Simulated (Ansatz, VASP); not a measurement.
This is a calculation of ZnS for Ansatz 0.2.0. 

input.yaml

```yaml
crystal:
  lattice:
    - [0.0, 2.702, 2.702]
    - [2.702, 0.0, 2.702]
    - [2.702, 2.702, 0.0]
  atoms:
    - { symbol: Zn, position: [0.75, 0.75, 0.75] }
    - { symbol: S, position: [0.0, 0.0, 0.0] }
kpoints:
  mp_grid: { grid: [9, 9, 9] }
scf:
  occupations: { method: gaussian, width: 0.05 }
hamiltonian:
  xc: rpbe
  pseudopotentials: { kind: all_electron, lapw: { basis_error: 0.001 } }
output:
  forces: true
  stress: true
  eigenvalues: true
```

Potentials or basis: all-electron LAPW, scalar-relativistic.

Run with:

```bash
$ ansatz run input.yaml --threads 1 --pin off --max-ram 3072MiB --backend cpu --events-out ev --progress --plain --runs-dir out
```

Q: Translate it to VASP 6.6.1. Potentials or basis there: PBE PAW files S, Zn, 520 eV.

A: As run (cutoffs and basis follow the program's own potentials, and thresholds, step limits or extra output files can differ):

The input INCAR:

```
SYSTEM = ZnS
ALGO     = Normal         ! electronic algorithm
EDIFF    = 1E-6           ! SCF threshold, eV
ENCUT    = 520            ! plane-wave cutoff, eV
GGA      = RP             ! functional
ISIF     = 2              ! what is computed and relaxed
ISMEAR   = 0              ! smearing method
LASPH    = .True.         ! aspherical terms in the spheres
LCHARG   = .False.        ! write CHGCAR
LREAL    = .False.        ! projectors in reciprocal space
LWAVE    = .False.        ! write WAVECAR
NELM     = 80             ! most SCF steps
PREC     = Accurate       ! precision mode
SIGMA    = 0.05           ! smearing width, eV
```

The input KPOINTS:

```
k-points
0
Gamma
  9 9 9
  0 0 0
```

The input POSCAR:

```
ZnS
1.0
    0.0000000000      2.7020000000      2.7020000000
    2.7020000000      0.0000000000      2.7020000000
    2.7020000000      2.7020000000      0.0000000000
Zn S
1 1
Cartesian
    4.0530000000      4.0530000000      4.0530000000
    0.0000000000      0.0000000000      0.0000000000
```

Potentials or basis: VASP PAW PBE potentials, release 64 (Zn, S).

Command:

```console
$ cat potpaw_PBE.64/Zn/POTCAR potpaw_PBE.64/S/POTCAR > POTCAR
$ mpirun -np 1 vasp_std > vasp.out
```

Both were run:

|  | Ansatz | VASP |
| --- | --- | --- |
| Pressure | 4.2 GPa | 4.3 GPa |

VASP's potentials were made for PBE.

Where Ansatz's input types no cutoff or centring, it takes its own default and a Γ-centred mesh.

Pressure is positive in compression.
